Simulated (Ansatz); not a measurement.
# hcp against fcc along the 3d metals

All numbers below come from Ansatz, DFT, r2SCAN, plane waves (500 eV) with PAW, scalar-relativistic. The PAW files were generated under PBE, with cores re-solved for the functional.

Each structure is relaxed within its symmetry, in the lowest magnetic state of the tried starts. Differences under about 8 meV lie within the error of the k-point mesh.

Real scandium is paramagnetic; a moment here is an artefact of the functional.

r²SCAN puts fcc cobalt below hcp, the structure of the real metal.

```
element  E(hcp) − E(fcc) (meV/atom)  V(hcp) (Å³/atom)  V(fcc) (Å³/atom)       state of hcp       state of fcc
     Sc                         -70             24.96             25.53      ferromagnetic      ferromagnetic
     Ti                         -71             17.31             17.39       non-magnetic  spin not included
      V                          27             13.63             13.72       non-magnetic       non-magnetic
     Fe                          64             12.23             12.19      ferromagnetic      ferromagnetic
     Co                          29             10.65             10.85      ferromagnetic      ferromagnetic
     Cu                           ?                 ?                 ?                  ?                  ?
     Zn                         -32             14.37             14.36  spin not included  spin not included
```

(1) Fill in the row of Cu.

Answers

(1) E(hcp) − E(fcc) (meV/atom): 9; V(hcp) (Å³/atom): 11.46; V(fcc) (Å³/atom): 11.43; state of hcp: spin not included; state of fcc: spin not included.
